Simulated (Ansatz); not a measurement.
# ZrO₂ (fluorite structure), explained

**What was measured.** A cell as deposited of cubic ZrO2 (space group Fm-3m), temperature not stated, from the Crystallography Open Database (1971), has a = 5.090 Å and 10.99 Å³/atom.

Method: PBEsol, scalar-relativistic; no spin polarisation; PAW, 420 eV, 10×10×10 k-mesh, Gaussian smearing of 0.05 eV; code Ansatz. The datasets are Ansatz's generated set soft_2.

The start was a prototype's sites filled with these elements; the Crystallography Open Database holds the compound in this structure.

The relaxed structure (symmetry read at 0.01 Å). Symmetry: Fm-3m, No. 225, cubic system. Conventional cell: a = 5.064 Å, b = 5.064 Å, c = 5.064 Å, α = 90.00°, β = 90.00°, γ = 90.00°. Around Zr (site symmetry m-3m) lie 8 O at 2.19 Å. Around O (site symmetry -43m) lie 4 Zr at 2.19 Å. (Shells end 15 % past the nearest neighbour.)

Results at this level of theory:

```
Volume                                                : 10.82 Å³/atom
Band gap                                              : 3.33 eV
Smallest direct gap                                   : 3.76 eV
Formation energy from the elements (0 K, uncorrected) : -3.48 eV/atom
Bulk modulus (Birch–Murnaghan)                        : 255 GPa
Pressure derivative B0′                               : 4.6
Shear modulus (Hill)                                  : 111 GPa
Young's modulus                                       : 291 GPa
Poisson's ratio                                       : 0.31
Elastically stable                                    : yes
```

Formal charges Zr⁴⁺, O²⁻ balance and leave closed shells on every ion, so a band insulator is expected, and the gap is 3.33 eV.

It is indirect: 3.33 eV, against 3.76 eV for the smallest direct gap. Within 0.6 eV of the edges the projected states are 97 % O 2p at the top of the valence band and 93 % Zr 4d at the bottom of the conduction band. Crossing the gap moves an electron from the anion's filled p shell to the metal's empty orbitals, as in ionic insulators.

Shannon's ionic radii give a check on the bond lengths: Zr⁴⁺ with 8 neighbours 0.84 Å + O²⁻ 1.38 Å = 2.22 Å against a computed mean of 2.19 Å. Sums and bonds agree within 3 %, so ion sizes set the bond lengths.

Problem. How stiff is it, in energy terms?

Solution. B0·V0 = 255.3 GPa × 10.82 Å³ = 17.24 eV/atom sets the scale: near the minimum ΔE ≈ ½ B0 V0 x², with x = V/V0 − 1, and a pressure of 2.6 GPa squeezes the volume by about 1 %. At the ends of the curve: x = −4.0 % predicts 13.8 meV/atom and the run gives 14.9; x = +4.0 % predicts 13.8 meV/atom and the run gives 12.9. The lopsidedness is anharmonic: atoms resist being pushed together more than being pulled apart.

Problem. Which Debye temperature follows from the elastic moduli?

Solution. K = 255 GPa and G = 111 GPa (Hill). With a density of 6.302 g/cm³ (mean mass 41.1 u, 10.82 Å³/atom), K = 255.0 and G = 111.2 GPa from the unrounded constants, v_l = √((K + 4G/3)/ρ) = 8000 m/s and v_t = √(G/ρ) = 4200 m/s. The mean [(1/v_l³ + 2/v_t³)/3]^(−1/3) is 4700 m/s, and θ_D = (ħ/k_B)(6π²/V)^(1/3) v_m ≈ 630 K, with V the volume an atom.

**Against experiment.** PBEsol gives 5.064 Å and 10.82 Å³/atom, −1.5 % in volume (−0.5 % in length) from the database's cell. PBEsol was built to cure PBE's overestimate of volumes, and the static lattice lacks thermal expansion.

Semilocal functionals underestimate band gaps, commonly by a third or more.
